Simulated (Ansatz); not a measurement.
The system is HfC.

```
Hf C
1.0
     3.34287    0.00000    0.00000
    -1.67143    2.89501    0.00000
     0.00000    0.00000    5.20271
Hf C
2 2
Direct
  0.33333 0.66667 0.25000
  0.66667 0.33333 0.75000
  0.00000 0.00000 0.50000
  0.00000 0.00000 0.00000
```

The cell comes from a database or a generator and needn't be the stable form of this composition.

Base run:

```yaml
Program: Ansatz 0.2.0
Functional: r2SCAN
Potentials_or_basis: Ansatz PAW
Cutoff: "500 eV (not typed: the program's choice for these potentials)"
k_mesh: 9 × 9 × 5
Occupations: fermi-dirac, width 0.05 eV
Spin: no spin polarisation
```

Its results: band gap on the k mesh none (metal or under the smearing width); pressure -2.7 GPa.

**Question.** The run is repeated on the same cell with these changes: spin from no spin polarisation to spin-orbit coupling, no magnetisation; potential files from those of the base run to others of the same set. What comes out?

**Answer.** Band gap on the k mesh none (metal or under the smearing width); pressure -3.3 GPa.

Caveats: the PAW data sets come from PBE, with cores solved anew for the run's functional, which leaves a small shift of forces and pressure; spin-orbit coupling is left out, which moves the levels of the heavy elements (some runs).
